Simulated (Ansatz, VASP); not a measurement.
## SiC: VASP beside Ansatz

```
CELL_PARAMETERS angstrom
0.00000 2.17400 2.17400
2.17400 0.00000 2.17400
2.17400 2.17400 0.00000
ATOMIC_POSITIONS crystal
Si 0.00000 0.00000 0.00000
C 0.75000 0.75000 0.75000
```

Alike in both runs: task single point; functional LDA; k mesh 12 × 12 × 12; occupations gaussian, width 0.05 eV; no spin polarisation.

```csv
,VASP,Ansatz
version,VASP 6.6.1,Ansatz 0.2.0
potentials or method,"VASP PAW LDA potentials, release 64 (Si, C)","scalar-relativistic, plane waves, PAW"
plane-wave cutoff (eV),520,420
valence electrons in the cell,8,8
```

Ansatz gave:

| Quantity | Value |
| --- | --- |
| gap on the k mesh at the Fermi level (eV) | 1.31 |
| least direct gap on the mesh (eV) | 4.52 |
| pressure (GPa) | -2.9 |

Problem. Estimate VASP's values.

Solution. gap on the k mesh at the Fermi level (eV): 1.30; least direct gap on the mesh (eV): 4.51; pressure (GPa): -2.5.

A k mesh can miss the band edges. Expect the measured gap to be larger: semilocal functionals such as LDA lack the derivative discontinuity.
